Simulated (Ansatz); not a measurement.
The reference is ZnTe in the zinc blende structure (space group F-43m, No. 216).

```
CELL_PARAMETERS angstrom
      0.00000     3.05670     3.05670
      3.05670     0.00000     3.05670
      3.05670     3.05670     0.00000
ATOMIC_POSITIONS crystal
  Te 0.75000 0.75000 0.75000
  Zn 0.00000 0.00000 0.00000
```

Cartesian axes are those of the cell as printed.

Level of theory: Ansatz (a first-principles code) r2SCAN, spin-orbit coupling left out.

For the base:

- Pressure = 0.01 GPa
- Gap character = direct at Γ
- Valence-band top at Γ = 0.00, 0.00, 0.00 eV

Now apply this change: tensile biaxial strain of 2.56 % in the plane normal to [001], as in epitaxy on a mismatched substrate; the out-of-plane cell vector and the atoms relax.

**Question.** What happens to the pressure?

**Answer.** The pressure (mean of the normal stresses, compression positive) drops by 1.072 GPa (0.01 GPa → -1.07 GPa).

**Question.** How does this affect the gap character?

**Answer.** The gap character remains direct at Γ.

**Question.** What happens to the valence-band top at Γ?

**Answer.** The valence-band top at Γ (three highest levels, from the VBM) changes from 0.00, 0.00, 0.00 eV to 0.00, -0.19, -0.19 eV.

**Question.** What happens to the ratio −ε⊥/ε∥?

**Answer.** The ratio −ε⊥/ε∥ amounts to 1.10.

With Te present, leaving out spin-orbit coupling can change the band edges. No phonon test of stability was made. Labels are those of the standard path for the cell's own space group.
